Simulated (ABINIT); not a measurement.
ZrC:

```
Zr C
1.0
     3.39148    0.00000    0.00000
    -1.69574    2.93710    0.00000
     0.00000    0.00000    5.29005
Zr C
2 2
Direct
  0.66667 0.33333 0.75000
  0.33333 0.66667 0.25000
  0.00000 0.00000 0.50000
  0.00000 0.00000 0.00000
```

The cell comes from a database or a generator and needn't be the stable form of this composition.

- Program: ABINIT 10.8.3 (patched build)
- Task: relaxation of cell and atoms
- Functional: LDA
- Potentials or basis: PseudoDojo NC SR LDA v0.4.1 standard
- Cutoff: 1116 eV
- k mesh: 7 × 7 × 4
- Occupations: fermi-dirac, width 0.05 eV
- Spin: no spin polarisation

At the start: pressure -11.5 GPa; volume 13.17 Å³/atom.

Where does the relaxation end?

Over 6 steps the energy falls by 26.9 meV/atom and the volume is 12.50 Å³/atom (-5.1 %); space group P6_3/mmc (No. 194, to 0.05 Å).

The path:
```
step  energy change (eV)  largest force (eV/Å)  pressure (GPa)  volume (Å³)
   1              0.0000                0.0000          -11.53        52.69
   2             -0.0934                0.0000           -4.02        50.86
   3             -0.1063                0.0000            0.42        49.91
   4             -0.1070                0.0000            0.20        49.96
   5             -0.1076                0.0000           -0.02        50.01
   6             -0.1076                0.0000            0.00        50.00
```

Final structure:
```
CELL_PARAMETERS angstrom
3.31610 0.00000 0.00000
-1.65805 2.87183 0.00000
0.00000 0.00000 5.25052
ATOMIC_POSITIONS crystal
Zr 0.66667 0.33333 0.75000
Zr 0.33333 0.66667 0.25000
C 0.00000 0.00000 0.50000
C 0.00000 0.00000 0.00000
```
